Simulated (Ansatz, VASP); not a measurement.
**One calculation of MgO, two programs**

```xyz
4
Lattice="3.6171 0.0000 0.0000 -1.8085 3.1325 0.0000 0.0000 0.0000 3.9011" Properties=species:S:1:pos:R:3 pbc="T T T"
Mg    1.8085    1.1452    2.9258
Mg    0.0000    1.9873    0.9753
O     1.8085    0.9698    0.9753
O     0.0000    2.1627    2.9258
```

Change from the starting cell: mode 5 frozen in at +0.098 Å, strain +e along z and -e/2 along x and y -0.0700.

Alike in both runs: task single point; functional PBEsol; k mesh 9 × 9 × 6; occupations gaussian, width 0.05 eV; no spin polarisation.

|  | VASP | Ansatz |
| --- | --- | --- |
| version | VASP 6.6.1 | Ansatz 0.2.0 |
| potentials or method | VASP PAW PBE potentials, release 64 (Mg, O) | scalar-relativistic, plane waves, PAW |
| plane-wave cutoff (eV) | 520 | 520 |
| valence electrons in the cell | 16 | 32 |

|  | VASP | Ansatz | Ansatz less VASP |
| --- | --- | --- | --- |
| gap on the k mesh at the Fermi level (eV) | 3.34 | 3.35 | +0.008 |
| least direct gap on the mesh (eV) | 3.34 | 3.35 | +0.008 |
| pressure (GPa) | 4.1 | 4.4 | +0.33 |
| largest component of the traceless stress (GPa) | 16.24 | 16.09 | -0.143 |
| rms of the force components (eV/Å) | 0.323 | 0.319 | -0.0038 |

Atom by atom the forces differ by 0.004 eV/Å (rms over components). The functional is the same, so the differences come from potentials, cutoffs and numerics. The two sets of potentials don't hold the same shells in valence. Ansatz warned: «pseudo_functional_mismatch».

Caveats: the PAW data sets were made with another functional, which shifts forces and pressure a little (VASP).
